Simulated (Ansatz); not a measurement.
Reactions of C4H6O2 (`CC=C(O)C=O`).

Isolated molecules relaxed with PBE0-D4/def2-TZVP in Ansatz; ΔE leaves out vibrations. CCSD(T)/CBS adds triple-zeta CCSD(T) − MP2 to the extrapolated MP2 energy (def2 sets, frozen cores). This one scheme is used for every species. Double bonds are as drawn, so ΔE can hold a change between cis and trans. DFT in def2-TZVPP. B3LYP here is the variant with VWN-RPA as its local correlation; programs differ in this. For Br outer-core shells are correlated without core-valence functions, which leaves a few kJ/mol of doubt a bond. Scalar relativity is left out up to krypton. One conformer a species, not always the lowest.

| reaction | MP2/CBS(def2) (kJ/mol) | B3LYP-D4 (kJ/mol) | ωB97X-V (kJ/mol) | ωB97M-V (kJ/mol) |
| --- | --- | --- | --- | --- |
| `C/C=C(\O)C=O` → `O=C1CCCO1` | -119 | -101 | -132 | -120 |
| `C/C=C(\O)C=O` + `OC(F)[SiH3]` → `O=COC(F)[SiH3]` + `C/C=C/O` | -22 | -23 | -29 | -27 |
| `C/C=C(\O)C=O` + `CB(C)O` → `CB(C)OC=O` + `C/C=C/O` | 3 | 0 | -6 | -3 |
| `C/C=C(\O)C=O` + H₂O → `CC=C(O)O` + `C=O` | 61 | 52 | 44 | 46 |
| `C/C=C(\O)C=O` + HBr → `C/C=C(\O)Br` + `C=O` | 50 | 60 | 57 | 57 |

Q: Give the CCSD(T)/CBS values in the same order. (Best estimate.)

A: The calculation gave: -114, -24, 1, 55, 54 kJ/mol.

Largest T1 diagnostic: 0.015, for `C=O`.
